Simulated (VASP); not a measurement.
# Ge (Fd-3m) in VASP: notebook

The runs below take Ge through single point, with PBEsol.

Everything below comes from runs of VASP 6.6.1. Logs are shortened: lines on timing, memory, paths and dates and some standing lists are left out, and cuts for length are marked.

## 1. The undisturbed crystal

It takes space group Fd-3m (No. 227, cubic). Conventional cell: a = 5.658 Å, b = 5.658 Å, c = 5.658 Å, α = 90.00°, β = 90.00°, γ = 90.00°. Ge (site symmetry -43m) is surrounded by 4 Ge at 2.45 Å.

## 2. Single point, PBEsol (grid = ENCUT=350 dk=1.6 cell=2x2x1 ISMEAR=0 SIGMA=0.05 LREAL=Auto EDIFF=1e-06)

The input, INCAR:

```
SYSTEM = SnGe7
  PREC = Accurate
  ENCUT = 350
  EDIFF = 1E-6
  ISMEAR = 0
  SIGMA = 0.05
  LREAL = Auto
  LASPH = .True.
  NELM = 120
  ALGO = Fast
  ISIF = 2
  LWAVE = .False.
  LCHARG = .False.
  GGA = PS
  NBANDS = 64
```

The input, KPOINTS:

```
regular mesh
0
Gamma
  2 2 2
  0 0 0
```

The input, POSCAR:

```
SnGe7
1.0
    0.0000000000      5.6578200000      5.6578200000
    5.6578200000      0.0000000000      5.6578200000
    2.8289100000      2.8289100000      0.0000000000
Sn Ge
1 7
Direct
    0.3750000000      0.3750000000      0.7500000000
    0.3750000000      0.8750000000      0.7500000000
    0.8750000000      0.3750000000      0.7500000000
    0.8750000000      0.8750000000      0.7500000000
    0.2500000000      0.2500000000      0.5000000000
    0.2500000000      0.7500000000      0.5000000000
    0.7500000000      0.2500000000      0.5000000000
    0.7500000000      0.7500000000      0.5000000000
```

Potentials or basis: VASP PAW PBE potentials, release 64 (Sn_d, Ge_d).

Run with:

```
> cat potpaw_PBE.64/Sn_d/POTCAR potpaw_PBE.64/Ge_d/POTCAR > POTCAR
> mpirun -np 1 vasp_std > vasp.out
```

OUTCAR:

```text
SYSTEM = SnGe7
   PREC = Accurate
   ENCUT = 350
   EDIFF = 1E-6
   ISMEAR = 0
   LREAL = Auto
   LASPH = .True.
   NELM = 120
   ISIF = 2
   GGA = PS

 Found      6 irreducible k-points:

 Following reciprocal coordinates:
            Coordinates               Weight
  0.000000  0.000000  0.000000      1.000000
  0.500000  0.000000  0.000000      2.000000
  0.500000  0.500000  0.000000      1.000000
  0.000000  0.000000  0.500000      1.000000
  0.500000  0.000000  0.500000      2.000000
  0.500000  0.500000  0.500000      1.000000
   k-points           NKPTS =      6   k-points in BZ     NKDIM =      6   number of bands    NBANDS=     64
   number of dos      NEDOS =    301   number of ions     NIONS =      8
   total plane-waves  NPLWV =  60000
   dimension x,y,z NGX =    50 NGY =   50 NGZ =   24
   dimension x,y,z NGXF=   100 NGYF=  100 NGZF=   48
   ions per type =               1   7
   NGX,Y,Z   is equivalent  to a cutoff of  10.39, 10.39,  9.97 a.u.
   NGXF,Y,Z  is equivalent  to a cutoff of  20.78, 20.78, 19.95 a.u.
 SYSTEM =  SnGe7
   PREC   = accura    normal or accurate (medium, high low for compatibility)
   ISTART =      0    job   : 0-new  1-cont  2-samecut
   ICHARG =      2    charge: 1-file 2-atom 10-const
   ISPIN  =      1    spin polarized calculation?
   LNONCOLLINEAR =      F non collinear calculations
   LSORBIT =      F    spin-orbit coupling
   LASPH  =      T    aspherical Exc in radial PAW
   ENCUT  =  350.0 eV  25.72 Ry    5.07 a.u.  12.21 12.21  6.10*2*pi/ulx,y,z
   NELM   =    120;   NELMIN=  2; NELMDL= -5     # of ELM steps
   EDIFF  = 0.1E-05   stopping-criterion for ELM
   LREAL  =      T    real-space projection
   EDIFFG = 0.1E-04   stopping-criterion for IOM
   NSW    =      0    number of steps for IOM
   IBRION =     -1    ionic relax: 0-MD 1-quasi-New 2-CG
   NFREE  =      0    steps in history (QN), initial steepest desc. (CG)
   ISIF   =      2    stress and relaxation
   ISYM   =      2    0-nonsym 1-usesym 2-fastsym
   POTIM  = 0.5000    time-step for ionic-motion
   TEBEG  =    0.0;   TEEND  =   0.0 temperature during run
   PSTRESS=    0.0 pullay stress
   NELECT =     112.0000    total number of electrons
   NUPDOWN=      -1.0000    fix difference up-down
   EMIN   =  10.00;   EMAX   =-10.00  energy-range for DOS
   EFERMI =   0.00;   METHOD = LEGACY
   ISMEAR =     0;   SIGMA  =   0.05  broadening in eV -4-tet -1-fermi 0-gaus
   EFERMI_NEDOS =   21; number of points for ismear=-14 and -15
   IALGO  =     68    algorithm
   IMIX   =      4    mixing-type and parameters
     AMIX     =   0.40;   BMIX     =  1.00
     AMIX_MAG =   1.60;   BMIX_MAG =  1.00
  volume/ion in A,a.u.               =      22.64       152.78
  Fermi-wavevector in a.u.,A,eV,Ry     =   1.394756  2.635708 26.468033  1.945346
  Thomas-Fermi vector in A             =   2.518275
   LORBIT       =      0    0 simple, 1 ext, 2 COOP (PROOUT), +10 PAW based schemes
   GGA     = PS    functional components
   LHFCALC =     F    Hartree Fock is set to
   AEXX    =    0.0000 exact exchange contribution
   IVDW    =     0    specifies the selected vdW correction
   LEPSILON=     F    determine dielectric tensor
   LRPA    =     F    only Hartree local field effects (RPA)
 non-spin polarized calculation
 RMM-DIIS sequential band-by-band and
 Gauss-broadening in eV      SIGMA  =   0.05
  energy-cutoff  :      350.00
  volume of cell :      181.11
 maximum number of plane-waves:      2712
 NGX is ok and might be reduce to    50
   NGX = 25   NGY = 25   NGZ = 13

 number of electron     111.9999993 magnetization

 Free energy of the ion-electron system (eV)
  ---------------------------------------------------
  ext. energy  EPLUGINS =         0.00000000
  ---------------------------------------------------
  free energy    TOTEN  =       -35.25999356 eV

  energy without entropy =      -35.24454110  energy(sigma->0) =      -35.25226733

 E-fermi :   5.6706     XC(G=0): -10.2077

 val. band max:        5.6681188322   @ k =   0.0000   0.0000   0.5000
 cond. band min:       5.6819182353   @ k =   0.0000   0.0000   0.0000
 fundamental gap:      0.0137994032
 Fermi energy:         5.6706393713

 k-point     1 :       0.0000    0.0000    0.0000
  band No.  band energies     occupation
      1     -19.1522      2.00000
      2     -19.1144      2.00000
      3     -19.0963      2.00000
      4     -19.0955      2.00000
      5     -19.0944      2.00000
      6     -19.0808      2.00000
[... 56 lines left out ...]
     63       8.1304      0.00000
     64       8.1528      0.00000

 k-point     2 :       0.5000    0.0000    0.0000
  band No.  band energies     occupation
      1     -19.1572      2.00000
      2     -19.1263      2.00000
      3     -19.0975      2.00000
      4     -19.0968      2.00000
      5     -19.0962      2.00000
      6     -19.0857      2.00000
[... 56 lines left out ...]
     63       9.3055      0.00000
     64       9.4301      0.00000

 k-point     3 :       0.5000    0.5000    0.0000
  band No.  band energies     occupation
      1     -19.1528      2.00000
      2     -19.1200      2.00000
      3     -19.1039      2.00000
      4     -19.1009      2.00000
      5     -19.0945      2.00000
      6     -19.0832      2.00000
[... 56 lines left out ...]
     63      10.2912      0.00000
     64      10.5502      0.00000

 k-point     4 :       0.0000    0.0000    0.5000
  band No.  band energies     occupation
      1     -19.1546      2.00000
      2     -19.1194      2.00000
      3     -19.1089      2.00000
      4     -19.0929      2.00000
      5     -19.0854      2.00000
      6     -19.0820      2.00000
[... 56 lines left out ...]
     63       9.2707      0.00000
     64       9.3406      0.00000

 k-point     5 :       0.5000    0.0000    0.5000
  band No.  band energies     occupation
      1     -19.1601      2.00000
      2     -19.1274      2.00000
      3     -19.1160      2.00000
      4     -19.1013      2.00000
      5     -19.0916      2.00000
      6     -19.0891      2.00000
[... 56 lines left out ...]
     63       9.7540      0.00000
     64      10.1466      0.00000

 k-point     6 :       0.5000    0.5000    0.5000
  band No.  band energies     occupation
      1     -19.1579      2.00000
      2     -19.1236      2.00000
      3     -19.1175      2.00000
      4     -19.1041      2.00000
      5     -19.0992      2.00000
      6     -19.0936      2.00000
[... 56 lines left out ...]
     63      10.1584      0.00000
     64      10.2368      0.00000

------------------------ aborting loop because EDIFF is reached ----------------------------------------

  FORCE on cell =-STRESS in cart. coord.  units (eV):
  Direction    XX          YY          ZZ          XY          YZ          ZX
  --------------------------------------------------------------------------------------
  -------------------------------------------------------------------------------------
  Total       10.8442570     10.8442570      6.6583788      4.5039125      0.0000000      0.0000000
  in kB       95.9318903     95.9318903     58.9022255     39.8431025      0.0000000      0.0000000
  external PRESSURE =      83.5886687 kB  Pullay stress =       0.0000000 kB

 VOLUME and BASIS-vectors are now :
 -----------------------------------------------------------------------------
  energy-cutoff  :      350.00
  volume of cell :      181.11
      direct lattice vectors                 reciprocal lattice vectors
     0.000000000  5.657820000  5.657820000    -0.088373260  0.088373260  0.088373260
     5.657820000  0.000000000  5.657820000     0.088373260 -0.088373260  0.088373260
     2.828910000  2.828910000  0.000000000     0.176746521  0.176746521 -0.176746521

 POSITION                                       TOTAL-FORCE (eV/Angst)
 -----------------------------------------------------------------------------------
      4.24336      4.24336      4.24336         0.000000     -0.000000      0.179902
      7.07227      4.24336      7.07227        -0.037549      0.037549      0.115844
      4.24336      7.07227      7.07227         0.037549     -0.037549      0.115844
      7.07227      7.07227      9.90118         0.000000     -0.000000      0.089508
      2.82891      2.82891      2.82891        -0.000000     -0.000000     -1.881949
      5.65782      2.82891      5.65782         0.899047     -0.899047      0.737132
      2.82891      5.65782      5.65782        -0.899047      0.899047      0.737132
      5.65782      5.65782      8.48673         0.000000     -0.000000     -0.093412
 -----------------------------------------------------------------------------------
    total drift:                                0.000015      0.000015     -0.000669

  FREE ENERGIE OF THE ION-ELECTRON SYSTEM (eV)
  ---------------------------------------------------
  free  energy   TOTEN  =       -35.2599935589 eV

  energy  without entropy=      -35.2445411047  energy(sigma->0) =      -35.25226733
```

It took 78 s on 1 thread of Intel Xeon Platinum 8488C (Sapphire Rapids), shared host; peak memory 0.24 GiB.

The run converged, but some of its settings lie outside the range that counts as converged, so its numbers aren't taken as properties of the crystal.

Results:

```
Free energy            : -35.2600 eV
Largest force          : 1.882 eV/Å
Band gap on the k mesh : none (metal or under the smearing width)
```

Caveat: the k mesh is coarse (spacing up to 0.96 Å⁻¹), so the values aren't converged; the cutoff is under 1.25 times the usual one of these potentials, so pressure, stress and relaxed cells hold a basis-set (Pulay) error; the PAW data sets were made with another functional, which shifts forces and pressure a little.

## 3. Single point, PBEsol (grid = ENCUT=350 dk=0.9 cell=2x2x1 ISMEAR=0 SIGMA=0.05 LREAL=Auto EDIFF=1e-06)

INCAR is that of step 2.

The input, KPOINTS:

```
regular mesh
0
Gamma
  3 3 3
  0 0 0
```

POSCAR is that of step 2.

Potentials or basis: VASP PAW PBE potentials, release 64 (Sn_d, Ge_d).

Run with:

```
> cat potpaw_PBE.64/Sn_d/POTCAR potpaw_PBE.64/Ge_d/POTCAR > POTCAR
> mpirun -np 1 vasp_std > vasp.out
```

OUTCAR:

```text
SYSTEM = SnGe7
   PREC = Accurate
   ENCUT = 350
   EDIFF = 1E-6
   ISMEAR = 0
   LREAL = Auto
   LASPH = .True.
   NELM = 120
   ISIF = 2
   GGA = PS

 Found      8 irreducible k-points:

 Following reciprocal coordinates:
            Coordinates               Weight
  0.000000  0.000000  0.000000      1.000000
  0.333333  0.000000  0.000000      4.000000
  0.333333  0.333333  0.000000      2.000000
 -0.333333  0.333333  0.000000      2.000000
  0.000000  0.000000  0.333333      4.000000
  0.333333  0.000000  0.333333      8.000000
   k-points           NKPTS =      8   k-points in BZ     NKDIM =      8   number of bands    NBANDS=     64
   number of dos      NEDOS =    301   number of ions     NIONS =      8
   total plane-waves  NPLWV =  60000
   dimension x,y,z NGX =    50 NGY =   50 NGZ =   24
   dimension x,y,z NGXF=   100 NGYF=  100 NGZF=   48
   ions per type =               1   7
   NGX,Y,Z   is equivalent  to a cutoff of  10.39, 10.39,  9.97 a.u.
   NGXF,Y,Z  is equivalent  to a cutoff of  20.78, 20.78, 19.95 a.u.
 SYSTEM =  SnGe7
   PREC   = accura    normal or accurate (medium, high low for compatibility)
   ISTART =      0    job   : 0-new  1-cont  2-samecut
   ICHARG =      2    charge: 1-file 2-atom 10-const
   ISPIN  =      1    spin polarized calculation?
   LNONCOLLINEAR =      F non collinear calculations
   LSORBIT =      F    spin-orbit coupling
   LASPH  =      T    aspherical Exc in radial PAW
   ENCUT  =  350.0 eV  25.72 Ry    5.07 a.u.  12.21 12.21  6.10*2*pi/ulx,y,z
   NELM   =    120;   NELMIN=  2; NELMDL= -5     # of ELM steps
   EDIFF  = 0.1E-05   stopping-criterion for ELM
   LREAL  =      T    real-space projection
   EDIFFG = 0.1E-04   stopping-criterion for IOM
   NSW    =      0    number of steps for IOM
   IBRION =     -1    ionic relax: 0-MD 1-quasi-New 2-CG
   NFREE  =      0    steps in history (QN), initial steepest desc. (CG)
   ISIF   =      2    stress and relaxation
   ISYM   =      2    0-nonsym 1-usesym 2-fastsym
   POTIM  = 0.5000    time-step for ionic-motion
   TEBEG  =    0.0;   TEEND  =   0.0 temperature during run
   PSTRESS=    0.0 pullay stress
   NELECT =     112.0000    total number of electrons
   NUPDOWN=      -1.0000    fix difference up-down
   EMIN   =  10.00;   EMAX   =-10.00  energy-range for DOS
   EFERMI =   0.00;   METHOD = LEGACY
   ISMEAR =     0;   SIGMA  =   0.05  broadening in eV -4-tet -1-fermi 0-gaus
   EFERMI_NEDOS =   21; number of points for ismear=-14 and -15
   IALGO  =     68    algorithm
   IMIX   =      4    mixing-type and parameters
     AMIX     =   0.40;   BMIX     =  1.00
     AMIX_MAG =   1.60;   BMIX_MAG =  1.00
  volume/ion in A,a.u.               =      22.64       152.78
  Fermi-wavevector in a.u.,A,eV,Ry     =   1.394756  2.635708 26.468033  1.945346
  Thomas-Fermi vector in A             =   2.518275
   LORBIT       =      0    0 simple, 1 ext, 2 COOP (PROOUT), +10 PAW based schemes
   GGA     = PS    functional components
   LHFCALC =     F    Hartree Fock is set to
   AEXX    =    0.0000 exact exchange contribution
   IVDW    =     0    specifies the selected vdW correction
   LEPSILON=     F    determine dielectric tensor
   LRPA    =     F    only Hartree local field effects (RPA)
 non-spin polarized calculation
 RMM-DIIS sequential band-by-band and
 Gauss-broadening in eV      SIGMA  =   0.05
  energy-cutoff  :      350.00
  volume of cell :      181.11
 maximum number of plane-waves:      2707
 NGX is ok and might be reduce to    50
   NGX = 25   NGY = 25   NGZ = 13

 number of electron     111.9999993 magnetization

 Free energy of the ion-electron system (eV)
  ---------------------------------------------------
  ext. energy  EPLUGINS =         0.00000000
  ---------------------------------------------------
  free energy    TOTEN  =       -37.43792836 eV

  energy without entropy =      -37.43484959  energy(sigma->0) =      -37.43638898

 E-fermi :   5.6481     XC(G=0): -10.2313

 val. band max:        5.6470940767   @ k =   0.0000   0.0000   0.0000
 cond. band min:       5.6581033017   @ k =   0.0000   0.0000   0.0000
 fundamental gap:      0.0110092250
 Fermi energy:         5.6480991882

 k-point     1 :       0.0000    0.0000    0.0000
  band No.  band energies     occupation
      1     -19.2089      2.00000
      2     -19.1899      2.00000
      3     -19.1891      2.00000
      4     -19.1869      2.00000
      5     -19.1828      2.00000
      6     -19.1634      2.00000
[... 56 lines left out ...]
     63       8.1073      0.00000
     64       8.1163      0.00000

 k-point     2 :       0.3333    0.0000    0.0000
  band No.  band energies     occupation
      1     -19.2158      2.00000
      2     -19.2034      2.00000
      3     -19.1904      2.00000
      4     -19.1887      2.00000
      5     -19.1767      2.00000
      6     -19.1685      2.00000
[... 56 lines left out ...]
     63       8.8305      0.00000
     64       9.3514      0.00000

 k-point     3 :       0.3333    0.3333    0.0000
  band No.  band energies     occupation
      1     -19.2083      2.00000
      2     -19.1956      2.00000
      3     -19.1932      2.00000
      4     -19.1930      2.00000
      5     -19.1863      2.00000
      6     -19.1724      2.00000
[... 56 lines left out ...]
     63       9.5007      0.00000
     64       9.8409      0.00000

 k-point     4 :      -0.3333    0.3333    0.0000
  band No.  band energies     occupation
      1     -19.2169      2.00000
      2     -19.2049      2.00000
      3     -19.1931      2.00000
      4     -19.1853      2.00000
      5     -19.1827      2.00000
      6     -19.1738      2.00000
[... 56 lines left out ...]
     63       9.1300      0.00000
     64       9.3976      0.00000

 k-point     5 :       0.0000    0.0000    0.3333
  band No.  band energies     occupation
      1     -19.2116      2.00000
      2     -19.2034      2.00000
      3     -19.1983      2.00000
      4     -19.1929      2.00000
      5     -19.1920      2.00000
      6     -19.1784      2.00000
[... 56 lines left out ...]
     63       9.3286      0.00000
     64       9.3436      0.00000

 k-point     6 :       0.3333    0.0000    0.3333
  band No.  band energies     occupation
      1     -19.2180      2.00000
      2     -19.2122      2.00000
      3     -19.2015      2.00000
      4     -19.1964      2.00000
      5     -19.1892      2.00000
      6     -19.1799      2.00000
[... 56 lines left out ...]
     63       9.1625      0.00000
     64       9.8133      0.00000

 [... further k-points ...]

------------------------ aborting loop because EDIFF is reached ----------------------------------------

  FORCE on cell =-STRESS in cart. coord.  units (eV):
  Direction    XX          YY          ZZ          XY          YZ          ZX
  --------------------------------------------------------------------------------------
  -------------------------------------------------------------------------------------
  Total        7.6640435      7.6640435      5.6268655      1.8635904      0.0000000     -0.0000000
  in kB       67.7986686     67.7986686     49.7771167     16.4859381      0.0000000     -0.0000000
  external PRESSURE =      61.7914846 kB  Pullay stress =       0.0000000 kB

 VOLUME and BASIS-vectors are now :
 -----------------------------------------------------------------------------
  energy-cutoff  :      350.00
  volume of cell :      181.11
      direct lattice vectors                 reciprocal lattice vectors
     0.000000000  5.657820000  5.657820000    -0.088373260  0.088373260  0.088373260
     5.657820000  0.000000000  5.657820000     0.088373260 -0.088373260  0.088373260
     2.828910000  2.828910000  0.000000000     0.176746521  0.176746521 -0.176746521

 POSITION                                       TOTAL-FORCE (eV/Angst)
 -----------------------------------------------------------------------------------
      4.24336      4.24336      4.24336        -0.000000     -0.000000     -0.069161
      7.07227      4.24336      7.07227         0.055785     -0.055785     -0.001979
      4.24336      7.07227      7.07227        -0.055785      0.055785     -0.001979
      7.07227      7.07227      9.90118        -0.000000     -0.000000      0.043011
      2.82891      2.82891      2.82891        -0.000000     -0.000000     -1.795793
      5.65782      2.82891      5.65782         0.912625     -0.912625      0.902334
      2.82891      5.65782      5.65782        -0.912625      0.912625      0.902334
      5.65782      5.65782      8.48673        -0.000000     -0.000000      0.021234
 -----------------------------------------------------------------------------------
    total drift:                                0.000016      0.000016     -0.000665

  FREE ENERGIE OF THE ION-ELECTRON SYSTEM (eV)
  ---------------------------------------------------
  free  energy   TOTEN  =       -37.4379283615 eV

  energy  without entropy=      -37.4348495895  energy(sigma->0) =      -37.43638898
```

It took 100 s on 1 thread of Intel Xeon Platinum 8488C (Sapphire Rapids), shared host; peak memory 0.24 GiB.

The run converged, but some of its settings lie outside the range that counts as converged, so its numbers aren't taken as properties of the crystal.

What came out:

```
Free energy            : -37.4379 eV
Largest force          : 1.796 eV/Å
Band gap on the k mesh : 0.01 eV, direct
```

Caveat: the k mesh is coarse (spacing up to 0.64 Å⁻¹), so the values aren't converged; the cutoff is under 1.25 times the usual one of these potentials, so pressure, stress and relaxed cells hold a basis-set (Pulay) error; the PAW data sets were made with another functional, which shifts forces and pressure a little; spin-orbit coupling is left out, which moves the levels of the heavy elements.

(Continued in part 2 of 2.)
